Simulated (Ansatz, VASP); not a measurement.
## ZrO2 in VASP and in Ansatz

File INCAR:

```
PREC = Accurate
ENCUT = 520
EDIFF = 1E-7
ISMEAR = 0
SIGMA = 0.1
LREAL = False
LASPH = True
NELM = 100
ALGO = Normal
ISIF = 2
LWAVE = False
LCHARG = True
GGA = PE
LELF = True
LVHAR = True
NBANDS = 33
```

The input KPOINTS:

```
Automatic mesh
0
Gamma
  6 6 4
```

The input POSCAR:

```
ZrO2
1.0
    3.5961000000      0.0000000000      0.0000000000
    0.0000000000      3.5961000000      0.0000000000
    0.0000000000      0.0000000000      5.1770000000
Zr O
2 4
Direct
    0.0000000000      0.0000000000      0.0000000000
    0.5000000000      0.5000000000      0.5000000000
    0.0000000000      0.5000000000      0.2030000000
    0.0000000000      0.5000000000      0.7030000000
    0.5000000000      0.0000000000      0.2970000000
    0.5000000000      0.0000000000      0.7970000000
```

Input for Ansatz:

```yaml
crystal:
  lattice:
    - [3.5961, 0.0, 0.0]
    - [0.0, 3.5961, 0.0]
    - [0.0, 0.0, 5.177]
  atoms:
    - { symbol: Zr, position: [0.0, 0.0, 0.0] }
    - { symbol: Zr, position: [0.5, 0.5, 0.5] }
    - { symbol: O, position: [0.0, 0.5, 0.203] }
    - { symbol: O, position: [0.0, 0.5, 0.703] }
    - { symbol: O, position: [0.5, 0.0, 0.297] }
    - { symbol: O, position: [0.5, 0.0, 0.797] }
basis:
  ecutwfc: 420
kpoints:
  mp_grid: { grid: [6, 6, 4] }
hamiltonian:
  xc: pbe
scf:
  occupations: { method: gaussian, width: 0.1 }
output:
  forces: true
  stress: true
  eigenvalues: true
```

Alike in both runs: task single point; functional PBE; k mesh 6 × 6 × 4; occupations gaussian, width 0.1 eV; no spin polarisation.

|  | VASP | Ansatz |
| --- | --- | --- |
| version | VASP 6.6.1 | Ansatz 0.2.0 |
| potentials or method | VASP PAW PBE potentials, release 64 (Zr_sv, O) | scalar-relativistic, plane waves, PAW |
| plane-wave cutoff (eV) | 520 | 420 |
| valence electrons in the cell | 48 | 48 |

VASP gave:

```
gap on the k mesh at the Fermi level (eV)       : 4.02
least direct gap on the mesh (eV)               : 4.12
pressure (GPa)                                  : 5.6
largest component of the traceless stress (GPa) : 0.57
rms of the force components (eV/Å)              : 0.012
```

Task: Estimate Ansatz's values.

Result: gap on the k mesh at the Fermi level (eV): 4.03; least direct gap on the mesh (eV): 4.13; pressure (GPa): 5.3; largest component of the traceless stress (GPa): 0.63; rms of the force components (eV/Å): 0.019.

Atom by atom the forces differ by 0.007 eV/Å (rms over components).

A k mesh can miss the band edges.
